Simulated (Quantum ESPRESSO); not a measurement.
# GaN (F-43m) in Quantum ESPRESSO: a series of runs, part 2 of 2

Quantum ESPRESSO 7.5.

## (3) Band structure, TASK

Contents of pw.in:

```
&CONTROL
  calculation = 'scf'
  prefix = 'pwscf'
  outdir = './tmp'
  pseudo_dir = './pseudo'
  tprnfor = .true.
  tstress = .true.
  disk_io = 'low'
/
&SYSTEM
  ibrav = 0
  nat = 2
  ntyp = 2
  ecutwfc = 88
  nbnd = 15
  input_dft = 'XC-000I-012L-000I-000I-707L-000I'
  occupations = 'smearing'
  smearing = 'fd'
  degauss = 0.00367493
  nosym = .true.
/
&ELECTRONS
  conv_thr = 1d-08
  electron_maxstep = 120
  mixing_beta = 0.5
/
ATOMIC_SPECIES
Ga    69.7230 Ga_ONCV_PBE-1.2.upf
N     14.0070 N_ONCV_PBE-1.2.upf
CELL_PARAMETERS bohr
   0.0000000000    4.2584989699    4.2584989699
   4.2584989699    0.0000000000    4.2584989699
   4.2584989699    4.2584989699    0.0000000000
ATOMIC_POSITIONS bohr
Ga     0.0000000000    0.0000000000    0.0000000000
N      2.1292494849    2.1292494849    2.1292494849
K_POINTS automatic
8 8 8 0 0 0
```

Contents of bands.in:

```
&CONTROL
  calculation = 'bands'
  prefix = 'pwscf'
  outdir = './tmp'
  pseudo_dir = './pseudo'
  disk_io = 'low'
  verbosity = 'high'
/
&SYSTEM
  ibrav = 0
  nat = 2
  ntyp = 2
  ecutwfc = 88
  nbnd = 15
  input_dft = 'XC-000I-012L-000I-000I-707L-000I'
  occupations = 'smearing'
  smearing = 'fd'
  degauss = 0.00367493
  nosym = .true.
/
&ELECTRONS
  conv_thr = 1d-08
  electron_maxstep = 120
  mixing_beta = 0.5
  diago_full_acc = .true.
  startingwfc = 'random'
/
ATOMIC_SPECIES
Ga    69.7230 Ga_ONCV_PBE-1.2.upf
N     14.0070 N_ONCV_PBE-1.2.upf
CELL_PARAMETERS bohr
   0.0000000000    4.2584989699    4.2584989699
   4.2584989699    0.0000000000    4.2584989699
   4.2584989699    4.2584989699    0.0000000000
ATOMIC_POSITIONS bohr
Ga     0.0000000000    0.0000000000    0.0000000000
N      2.1292494849    2.1292494849    2.1292494849
K_POINTS crystal
60
 0.0000000000  0.0000000000  0.0000000000 1
 0.0625000000  0.0000000000  0.0625000000 1
 0.1250000000  0.0000000000  0.1250000000 1
 0.1875000000  0.0000000000  0.1875000000 1
 0.2500000000  0.0000000000  0.2500000000 1
 0.3125000000  0.0000000000  0.3125000000 1
 0.3750000000  0.0000000000  0.3750000000 1
 0.4375000000  0.0000000000  0.4375000000 1
 0.5000000000  0.0000000000  0.5000000000 1
 0.5000000000  0.0625000000  0.5625000000 1
 0.5000000000  0.1250000000  0.6250000000 1
 0.5000000000  0.1875000000  0.6875000000 1
 0.5000000000  0.2500000000  0.7500000000 1
 0.4375000000  0.3125000000  0.7500000000 1
 0.3750000000  0.3750000000  0.7500000000 1
 0.3375000000  0.3375000000  0.6750000000 1
 0.3000000000  0.3000000000  0.6000000000 1
 0.2625000000  0.2625000000  0.5250000000 1
 0.2250000000  0.2250000000  0.4500000000 1
 0.1875000000  0.1875000000  0.3750000000 1
 0.1500000000  0.1500000000  0.3000000000 1
 0.1125000000  0.1125000000  0.2250000000 1
 0.0750000000  0.0750000000  0.1500000000 1
 0.0375000000  0.0375000000  0.0750000000 1
 0.0000000000  0.0000000000  0.0000000000 1
 0.0625000000  0.0625000000  0.0625000000 1
 0.1250000000  0.1250000000  0.1250000000 1
 0.1875000000  0.1875000000  0.1875000000 1
 0.2500000000  0.2500000000  0.2500000000 1
 0.3125000000  0.3125000000  0.3125000000 1
 0.3750000000  0.3750000000  0.3750000000 1
 0.4375000000  0.4375000000  0.4375000000 1
 0.5000000000  0.5000000000  0.5000000000 1
 0.5250000000  0.4500000000  0.5250000000 1
 0.5500000000  0.4000000000  0.5500000000 1
 0.5750000000  0.3500000000  0.5750000000 1
 0.6000000000  0.3000000000  0.6000000000 1
 0.6250000000  0.2500000000  0.6250000000 1
 0.5833333333  0.2500000000  0.6666666667 1
 0.5416666667  0.2500000000  0.7083333333 1
 0.5000000000  0.2500000000  0.7500000000 1
 0.5000000000  0.2857142857  0.7142857143 1
 0.5000000000  0.3214285714  0.6785714286 1
 0.5000000000  0.3571428571  0.6428571429 1
 0.5000000000  0.3928571429  0.6071428571 1
 0.5000000000  0.4285714286  0.5714285714 1
 0.5000000000  0.4642857143  0.5357142857 1
 0.5000000000  0.5000000000  0.5000000000 1
 0.4821428571  0.4821428571  0.5357142857 1
 0.4642857143  0.4642857143  0.5714285714 1
 0.4464285714  0.4464285714  0.6071428571 1
 0.4285714286  0.4285714286  0.6428571429 1
 0.4107142857  0.4107142857  0.6785714286 1
 0.3928571429  0.3928571429  0.7142857143 1
 0.3750000000  0.3750000000  0.7500000000 1
 0.6250000000  0.2500000000  0.6250000000 1
 0.5937500000  0.1875000000  0.5937500000 1
 0.5625000000  0.1250000000  0.5625000000 1
 0.5312500000  0.0625000000  0.5312500000 1
 0.5000000000  0.0000000000  0.5000000000 1
```

Potentials or basis: SG15 PBE 1.2.

Started as:

```sh
OMP_NUM_THREADS=1 pw.x -in pw.in > pw.out
OMP_NUM_THREADS=1 pw.x -in bands.in > bands.out
```

pw.out:

```text
This program is part of the open-source Quantum ESPRESSO suite
     for quantum simulation of materials; please cite
         "P. Giannozzi et al., J. Phys.:Condens. Matter 21 395502 (2009);
         "P. Giannozzi et al., J. Phys.:Condens. Matter 29 465901 (2017);
         "P. Giannozzi et al., J. Chem. Phys. 152 154105 (2020);
     in publications or presentations arising from this work. More details at

     Message from routine matching_shortIDs:
     WARNING: an MGGA functional of one kind has been read together with a non-MGGA one of the other kind. This is not a standard choice and has not been tested outside PW.

     IMPORTANT: XC functional enforced from input :
     Exchange-correlation= XC-000I-012L-000I-000I-707L-000I
                           (   0  12   0   0   0 707   0)
     Any further DFT definition will be discarded
     Please, verify this is what you really want

     G-vector sticks info
     --------------------
     sticks:   dense  smooth     PW     G-vecs:    dense   smooth      PW
     Sum         871     871    271                17153    17153    2975

     Using Slab Decomposition

     bravais-lattice index     =            0
     lattice parameter (alat)  =       6.0224  a.u.
     unit-cell volume          =     154.4542 (a.u.)^3
     number of atoms/cell      =            2
     number of atomic types    =            2
     number of electrons       =        18.00
     number of Kohn-Sham states=           15
     kinetic-energy cutoff     =      88.0000  Ry
     charge density cutoff     =     352.0000  Ry
     scf convergence threshold =      1.0E-08
     mixing beta               =       0.5000
     number of iterations used =            8  plain     mixing
     Exchange-correlation= XC-000I-012L-000I-000I-707L-000I
                           (   0  12   0   0   0 707   0)

     celldm(1)=   6.022427  celldm(2)=   0.000000  celldm(3)=   0.000000
     celldm(4)=   0.000000  celldm(5)=   0.000000  celldm(6)=   0.000000

     crystal axes: (cart. coord. in units of alat)
               a(1) = (   0.000000   0.707107   0.707107 )
               a(2) = (   0.707107   0.000000   0.707107 )
               a(3) = (   0.707107   0.707107   0.000000 )

     reciprocal axes: (cart. coord. in units 2 pi/alat)
               b(1) = ( -0.707107  0.707107  0.707107 )
               b(2) = (  0.707107 -0.707107  0.707107 )
               b(3) = (  0.707107  0.707107 -0.707107 )

     PseudoPot. # 1 for Ga read from file:
     Ga_ONCV_PBE-1.2.upf
     Pseudo is Norm-conserving, Zval = 13.0
     Generated using ONCVPSP code by D. R. Hamann
     Using radial grid of  602 points,  6 beta functions with:
                l(1) =   0
                l(2) =   0
                l(3) =   1
                l(4) =   1
                l(5) =   2
                l(6) =   2

     PseudoPot. # 2 for N  read from file:
     N_ONCV_PBE-1.2.upf
     Pseudo is Norm-conserving, Zval =  5.0
     Generated using ONCVPSP code by D. R. Hamann
     Using radial grid of  602 points,  4 beta functions with:
                l(1) =   0
                l(2) =   0
                l(3) =   1
                l(4) =   1

     atomic species   valence    mass     pseudopotential
     Ga               13.00    69.72300     Ga( 1.00)
     N                 5.00    14.00700     N ( 1.00)

     No symmetry found

   Cartesian axes

     site n.     atom                  positions (alat units)
         1        Ga     tau(   1) = (   0.0000000   0.0000000   0.0000000  )
         2        N      tau(   2) = (   0.3535534   0.3535534   0.3535534  )

     number of k points=   260  Fermi-Dirac smearing, width (Ry)=  0.0037

     Number of k-points >= 100: set verbosity='high' to print them.

     Dense  grid:    17153 G-vectors     FFT dimensions: (  36,  36,  36)

     WARNING: libxc functional with ID   12 depends
      on external parameters: check the user_guide of
      QE if you need to modify them or to check their
      default values.

     WARNING: libxc functional with ID  707 depends
      on external parameters: check the user_guide of
      QE if you need to modify them or to check their
      default values.

     Initial potential from superposition of free atoms

     starting charge      17.9216, renormalised to      18.0000
     Starting wfcs are random

     Self-consistent Calculation

     iteration #  1     ecut=    88.00 Ry     beta= 0.50
     Davidson diagonalization with overlap
     ethr =  1.00E-02,  avg # of iterations = 11.0

     total energy              =    -149.13281962 Ry
     estimated scf accuracy    <     186.77848841 Ry

     iteration #  2     ecut=    88.00 Ry     beta= 0.50
     Davidson diagonalization with overlap
     ethr =  1.00E-02,  avg # of iterations =  1.0

     total energy              =    -149.25188423 Ry
     estimated scf accuracy    <      52.59142741 Ry

     iteration #  3     ecut=    88.00 Ry     beta= 0.50
     Davidson diagonalization with overlap
     ethr =  1.00E-02,  avg # of iterations =  1.0
[... 50 lines left out ...]
     total energy              =    -149.27537862 Ry
     estimated scf accuracy    <       0.00000007 Ry

     iteration # 11     ecut=    88.00 Ry     beta= 0.50
     Davidson diagonalization with overlap
     ethr =  3.79E-10,  avg # of iterations =  1.0

     total energy              =    -149.27537862 Ry
     estimated scf accuracy    <       0.00000001 Ry

     iteration # 12     ecut=    88.00 Ry     beta= 0.50
     Davidson diagonalization with overlap
     ethr =  7.55E-11,  avg # of iterations =  1.0

     End of self-consistent calculation

     Number of k-points >= 100: set verbosity='high' to print the bands.

     the Fermi energy is    11.3578 ev

!    total energy              =    -149.27537862 Ry
     estimated scf accuracy    <          1.5E-10 Ry
     smearing contrib. (-TS)   =      -0.00000000 Ry
     internal energy E=F+TS    =    -149.27537862 Ry

     The total energy is F=E-TS. E is the sum of the following terms:
     one-electron contribution =     -53.59951612 Ry
     hartree contribution      =      42.30420124 Ry
     xc contribution           =     -21.30574663 Ry
     ewald contribution        =    -116.67431711 Ry

     convergence has been achieved in  12 iterations

     Forces acting on atoms (cartesian axes, Ry/au):

     atom    1 type  1   force =    -0.00000011   -0.00000008   -0.00000009
     atom    2 type  2   force =     0.00000011    0.00000008    0.00000009

     Total force =     0.000000     Total SCF correction =     0.000001
     SCF correction compared to forces is large: reduce conv_thr to get better values

     Computing stress (Cartesian axis) and pressure

          total   stress  (Ry/bohr**3)                   (kbar)     P=       24.23
   0.00016468  -0.00000000  -0.00000000           24.23       -0.00       -0.00
  -0.00000000   0.00016468   0.00000000           -0.00       24.23        0.00
  -0.00000000   0.00000000   0.00016468           -0.00        0.00       24.23

=------------------------------------------------------------------------------=
   JOB DONE.
=------------------------------------------------------------------------------=
```

bands.out:

```text
This program is part of the open-source Quantum ESPRESSO suite
     for quantum simulation of materials; please cite
         "P. Giannozzi et al., J. Phys.:Condens. Matter 21 395502 (2009);
         "P. Giannozzi et al., J. Phys.:Condens. Matter 29 465901 (2017);
         "P. Giannozzi et al., J. Chem. Phys. 152 154105 (2020);
[... 400 lines left out ...]

          k = 0.0000 0.6187-0.0000 (  2156 PWs)   bands (ev):
[... 261 lines left out ...]
    -6.0269  -3.3774  -3.1021  -3.1021  -2.9877  -1.9270   3.6851   7.3023
     7.3023  14.8206  17.9883  24.3651  26.3266  26.3266  34.3007

=------------------------------------------------------------------------------=
   JOB DONE.
=------------------------------------------------------------------------------=
```

Run time: 10 min. Hardware: 1 thread of Arm Neoverse V1, shared host; peak memory 0.18 GiB.

Results:

| Quantity | Value |
| --- | --- |
| Free energy | -2030.9950 eV |
| Pressure | 2.4 GPa |
| Band gap on the k mesh | 2.21 eV, direct |
| Band gap along the path | 2.21 eV, direct |

Levels at the corners of the path, in eV from the valence-band top:
| point | band 6 | band 7 | band 8 | band 9 | band 10 | band 11 | band 12 | band 13 |
| --- | --- | --- | --- | --- | --- | --- | --- | --- |
| Γ | -13.44 | 0.00 | 0.00 | 0.00 | 2.21 | 11.51 | 11.51 | 11.51 |
| X | -12.28 | -6.67 | -3.05 | -3.05 | 4.47 | 7.63 | 14.01 | 15.97 |
| W | -11.97 | -6.28 | -3.99 | -3.95 | 7.67 | 9.31 | 11.60 | 13.47 |
| K | -12.08 | -6.44 | -4.59 | -2.46 | 6.20 | 8.92 | 13.16 | 14.62 |
| Γ | -13.44 | 0.00 | 0.00 | 0.00 | 2.21 | 11.51 | 11.51 | 11.51 |
| L | -12.54 | -7.63 | -1.12 | -1.12 | 5.35 | 10.53 | 11.77 | 11.77 |
| U | -12.08 | -6.44 | -4.59 | -2.46 | 6.20 | 8.92 | 13.16 | 14.62 |
| W | -11.97 | -6.28 | -3.99 | -3.95 | 7.67 | 9.31 | 11.60 | 13.47 |
| L | -12.54 | -7.63 | -1.12 | -1.12 | 5.35 | 10.53 | 11.77 | 11.77 |
| K | -12.08 | -6.44 | -4.59 | -2.46 | 6.20 | 8.92 | 13.16 | 14.62 |
| U | -12.08 | -6.44 | -4.59 | -2.46 | 6.20 | 8.92 | 13.16 | 14.62 |
| X | -12.28 | -6.67 | -3.05 | -3.05 | 4.47 | 7.63 | 14.01 | 15.97 |

Caveat: the potentials were made for another functional, which shifts forces and pressure.

## (4) Against experiment

Step 2. Against the measured gap of GaN, 3.299 eV (direct; 0 K; a printed reference work, textbook), the calculated 1.87 eV is off by -1.43 eV. Spin-orbit coupling on Ga is left out. The value is that of BLYP, without temperature or zero-point motion. Semilocal functionals fall short of measured gaps as a rule. The cell is a database's relaxed one, not the measured one, which moves gaps too.

Step 3. Measured gap of GaN: 3.299 eV (direct; 0 K; a printed reference work, textbook). This calculation gives 2.21 eV (-1.09 eV). Spin-orbit coupling on Ga is left out. The value is that of TASK, without temperature or zero-point motion. The cell is a database's relaxed one, not the measured one, which moves gaps too.
